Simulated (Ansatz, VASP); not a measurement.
# Two plane-wave programs on InP

INCAR

```
SYSTEM = InP
PREC = Accurate
ENCUT = 520
EDIFF = 1E-8
ISMEAR = 0
SIGMA = 0.01
LREAL = Auto
LASPH = .TRUE.
NELM = 60
ALGO = Fast
ISIF = 2
LWAVE = .FALSE.
LCHARG = .FALSE.
GGA = PE
LEFG = .TRUE.
NBANDS = 86
```

The input KPOINTS:

```
Automatic mesh
0
G
  3 3 3
  0 0 0
```

Contents of POSCAR:

```
InP
1.0
    0.0000000000      5.8610000000      5.8610000000
    5.8610000000      0.0000000000      5.8610000000
    5.8610000000      5.8610000000      0.0000000000
In P
8 8
Direct
    0.0000000000      0.0000000000      0.0000000000
    0.0000000000      0.0000000000      0.5000000000
    0.0000000000      0.5000000000      0.0000000000
    0.0000000000      0.5000000000      0.5000000000
    0.5000000000      0.0000000000      0.0000000000
    0.5000000000      0.0000000000      0.5000000000
    0.5000000000      0.5000000000      0.0000000000
    0.5000000000      0.5000000000      0.5000000000
    0.1250000000      0.1250000000      0.1250000000
    0.1250000000      0.1250000000      0.6250000000
    0.1250000000      0.6250000000      0.1250000000
    0.1250000000      0.6250000000      0.6250000000
    0.6250000000      0.1250000000      0.1250000000
    0.6250000000      0.1250000000      0.6250000000
    0.6250000000      0.6250000000      0.1250000000
    0.6250000000      0.6250000000      0.6250000000
```

Input for Ansatz:

```yaml
crystal:
  lattice:
    - [0.0, 5.861, 5.861]
    - [5.861, 0.0, 5.861]
    - [5.861, 5.861, 0.0]
  atoms:
    - { symbol: In, position: [0.0, 0.0, 0.0] }
    - { symbol: In, position: [0.0, 0.0, 0.5] }
    - { symbol: In, position: [0.0, 0.5, 0.0] }
    - { symbol: In, position: [0.0, 0.5, 0.5] }
    - { symbol: In, position: [0.5, 0.0, 0.0] }
    - { symbol: In, position: [0.5, 0.0, 0.5] }
    - { symbol: In, position: [0.5, 0.5, 0.0] }
    - { symbol: In, position: [0.5, 0.5, 0.5] }
    - { symbol: P, position: [0.125, 0.125, 0.125] }
    - { symbol: P, position: [0.125, 0.125, 0.625] }
    - { symbol: P, position: [0.125, 0.625, 0.125] }
    - { symbol: P, position: [0.125, 0.625, 0.625] }
    - { symbol: P, position: [0.625, 0.125, 0.125] }
    - { symbol: P, position: [0.625, 0.125, 0.625] }
    - { symbol: P, position: [0.625, 0.625, 0.125] }
    - { symbol: P, position: [0.625, 0.625, 0.625] }
kpoints:
  mp_grid: { grid: [3, 3, 3] }
scf:
  occupations: { method: fixed }
hamiltonian:
  xc: pbe
  pseudopotentials: { kind: paw }
output:
  forces: true
  efg: { quadrupole_moments_barn: { In: 0.772 }, contact_densities: true }
  core_levels:
    shells: { In: "3d", P: "2p" }
    counted_from: valence_top
    eps_inf: [10.016, 10.016, 10.016]
    add_spin: false
```

Alike in both runs: task electric field gradients; functional PBE; k mesh 3 × 3 × 3; no spin polarisation.

|  | VASP | Ansatz |
| --- | --- | --- |
| version | VASP 6.6.1 | Ansatz 0.2.0 |
| potentials or method | VASP PAW PBE potentials, release 64 (In_d, P) | plane-wave PAW, scalar-relativistic |
| plane-wave cutoff (eV) | 520 | 420 |
| occupations | gaussian, width 0.01 eV | fixed |
| valence electrons in the cell | 144 | 144 |

```csv
,VASP,Ansatz,Ansatz less VASP
gap on the k mesh at the Fermi level (eV),0.71,0.71,+0.003
Vzz of the field gradient on the site that differs most (V/Å²),0.0,0.0,0.00
```

Ansatz warned: «gradients_without_spin_orbit».

Caveats: spin-orbit coupling is left out, which moves the levels of the heavy elements. Expect the measured gap to be larger: semilocal functionals such as PBE lack the derivative discontinuity.
